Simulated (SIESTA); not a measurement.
## BN: band structure with PBEsol

**Experimental background.**

A printed reference work, monograph reports, for a bulk crystal of BN at 300 K: band gap 6.4 eV (indirect).

Crystal: BN.

```
N B
1.0
     0.00000    1.81300    1.81300
     1.81300    0.00000    1.81300
     1.81300    1.81300    0.00000
N B
1 1
Direct
  0.25000 0.25000 0.25000
  0.00000 0.00000 0.00000
```

The cell is a database's computed one.

- Program: SIESTA 5.4.2
- Task: band structure
- Functional: PBEsol
- Potentials or basis: PseudoDojo 0.4 standard (PBEsol files)
- Basis: DZP (energy shift 0.003 Ry)
- Grid cutoff: 800 Ry
- Energy shift: 0.003 Ry
- k mesh: 13 × 13 × 13
- Occupations: fermi-dirac, width 0.05 eV
- Spin: no spin polarisation

```json
{"Pressure": "-2.4 GPa", "Band gap on the k mesh": "4.45 eV, indirect (least direct gap 8.79 eV)", "Band gap along the path": "4.37 eV, indirect (least direct gap 8.79 eV)"}
```

Levels at the corners of the path, in eV from the valence-band top:
```
point  band 1  band 2  band 3  band 4  band 5  band 6  band 7  band 8
    Γ  -20.09    0.00    0.00    0.00    8.79    8.79    8.79   10.86
    X  -14.53   -8.90   -4.90   -4.90    4.37    9.29   17.80   17.80
    W  -14.20   -7.55   -6.95   -6.52    9.58   13.45   14.52   14.67
    K  -14.44   -8.11   -7.67   -4.08    6.88   12.88   15.81   16.72
    Γ  -20.09    0.00    0.00    0.00    8.79    8.79    8.79   10.86
    L  -15.90  -10.69   -1.94   -1.94   10.39   10.72   10.72   15.66
    U  -14.44   -8.11   -7.67   -4.08    6.88   12.88   15.81   16.72
    W  -14.20   -7.55   -6.95   -6.52    9.58   13.45   14.52   14.67
    L  -15.90  -10.69   -1.94   -1.94   10.39   10.72   10.72   15.66
    K  -14.44   -8.11   -7.67   -4.08    6.88   12.88   15.81   16.72
    U  -14.44   -8.11   -7.67   -4.08    6.88   12.88   15.81   16.72
    X  -14.53   -8.90   -4.90   -4.90    4.37    9.29   17.80   17.80
```

Wall time 2.1 min on 1 thread of Intel(R) Xeon(R) Platinum 8488C (Sapphire Rapids), with other jobs on the host, peak memory 0.26 GiB.

Against the measured gap of BN, 6.4 eV (indirect; 300 K; a printed reference work, monograph), the calculated 4.37 eV is off by -2.03 eV. The value is that of PBEsol in an atomic basis (PseudoDojo 0.4 standard (PBEsol files), DZP (energy shift 0.003 Ry)), whose error adds to the functional's,, without temperature or zero-point motion. Semilocal functionals fall short of measured gaps as a rule. The cell is a database's relaxed one, not the measured one, which moves gaps too.

Caveat: the basis of atomic orbitals isn't converged, which shifts pressures, moduli and gaps.
